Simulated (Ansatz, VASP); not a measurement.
**Au in VASP and in Ansatz**

File INCAR:

```
SYSTEM = Au
ALGO = Fast ; EDIFF = 1E-6
ENCUT = 520 ; GGA = PS
ISIF = 2 ; ISMEAR = -1
LASPH = .TRUE. ; LCHARG = .TRUE.
LELF = .TRUE. ; LREAL = .FALSE.
LVHAR = .TRUE. ; LWAVE = .FALSE.
NBANDS = 12 ; NELM = 80
PREC = Accurate ; SIGMA = 0.05
```

KPOINTS

```
k-points
0
G
  11 11 11
  0 0 0
```

The input POSCAR:

```
Au
1.0
    0.0000000000      2.0213418704      2.0213418704
    2.0213418704      0.0000000000      2.0213418704
    2.0213418704      2.0213418704      0.0000000000
Au
1
Direct
    0.0000000000      0.0000000000      0.0000000000
```

The input input.yaml:

```yaml
crystal:
  lattice:
    - [0.0, 2.0213418704, 2.0213418704]
    - [2.0213418704, 0.0, 2.0213418704]
    - [2.0213418704, 2.0213418704, 0.0]
  atoms:
    - { symbol: Au, position: [0.0, 0.0, 0.0] }
kpoints:
  mp_grid: { grid: [11, 11, 11] }
scf:
  occupations: { method: fermi_dirac, width: 0.05 }
hamiltonian:
  xc: pbesol
  pseudopotentials: { kind: all_electron, lapw: { basis_error: 0.0005 } }
output:
  forces: true
  stress: true
  eigenvalues: true
```

Change from the starting cell: volume scaled by 0.98.

Alike in both runs: task single point; functional PBEsol; k mesh 11 × 11 × 11; occupations fermi-dirac, width 0.05 eV; no spin polarisation.

|  | VASP | Ansatz |
| --- | --- | --- |
| version | VASP 6.6.1 | Ansatz 0.2.0 |
| potentials or method | VASP PAW PBE potentials, release 64 (Au) | all-electron LAPW, scalar-relativistic |
| plane-wave cutoff (eV) | 520 | see its input |

|  | VASP | Ansatz | Ansatz less VASP |
| --- | --- | --- | --- |
| gap on the k mesh at the Fermi level (eV) | none | none | - |
| pressure (GPa) | 5.4 | 5.6 | +0.24 |

A gap of «none» marks a metal or a gap that the smearing closes. Ansatz ran all-electron here, so the differences hold the error of VASP's frozen core and of both bases.

Caveats: the PAW data sets were made with another functional, which shifts forces and pressure a little (VASP). The runs have no spin-orbit coupling, so splittings on Au are missing.
